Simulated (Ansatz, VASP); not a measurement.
## Pb in VASP and in Ansatz

The input INCAR:

```
SYSTEM = Pb
PREC = Accurate ; ENCUT = 520
EDIFF = 1E-7 ; ISMEAR = -1
SIGMA = 0.05 ; LREAL = .False.
LASPH = .True. ; NELM = 60
ALGO = Fast ; ISIF = 2
LWAVE = .False. ; LCHARG = .False.
GGA = PS ; NBANDS = 21
```

KPOINTS

```
Automatic mesh
0
Gamma
  6 6 6
  0 0 0
```

The input POSCAR:

```
Pb
1.0
    0.0000000000      3.4390000555      3.3702200544
    3.4390000555      0.0000000000      3.3702200544
    3.4390000555      3.4390000555      0.0000000000
Pb
2
Direct
    0.2500000000      0.2500000000      0.2500000000
    0.0000000000      0.0000000000      0.0000000000
```

File input.yaml:

```yaml
crystal:
  lattice:
    - [0.0, 3.4390000555, 3.3702200544]
    - [3.4390000555, 0.0, 3.3702200544]
    - [3.4390000555, 3.4390000555, 0.0]
  atoms:
    - { symbol: Pb, position: [0.25, 0.25, 0.25] }
    - { symbol: Pb, position: [0.0, 0.0, 0.0] }
hamiltonian:
  xc: pbesol
  pseudopotentials: { kind: paw }
kpoints:
  mp_grid: { grid: [6, 6, 6] }
scf:
  occupations: { method: fermi_dirac, width: 0.05 }
output:
  forces: true
  stress: true
  eigenvalues: true
```

This isn't the form of Pb at room conditions, which is fcc.

Alike in both runs: task single point; functional PBEsol; k mesh 6 × 6 × 6; occupations fermi-dirac, width 0.05 eV; no spin polarisation.

|  | VASP | Ansatz |
| --- | --- | --- |
| version | VASP 6.6.1 | Ansatz 0.2.0 |
| potentials or method | VASP PAW PBE potentials, release 64 (Pb_d) | Ansatz PAW |
| plane-wave cutoff (eV) | 520 | 420 |
| valence electrons in the cell | 28 | 28 |

|  | VASP | Ansatz | Ansatz less VASP |
| --- | --- | --- | --- |
| gap on the k mesh at the Fermi level (eV) | none | none | - |
| pressure (GPa) | 1.2 | 1.2 | +0.07 |

A gap of «none» marks a metal or a gap that the smearing closes. The functional is the same, so the differences come from potentials, cutoffs and numerics.

Caveats: the PAW data sets were made with another functional, which shifts forces and pressure a little (VASP); the PAW data sets come from PBE, with cores solved anew for the run's functional, which leaves a small shift of forces and pressure (Ansatz). The runs have no spin-orbit coupling, so splittings on Pb are missing.
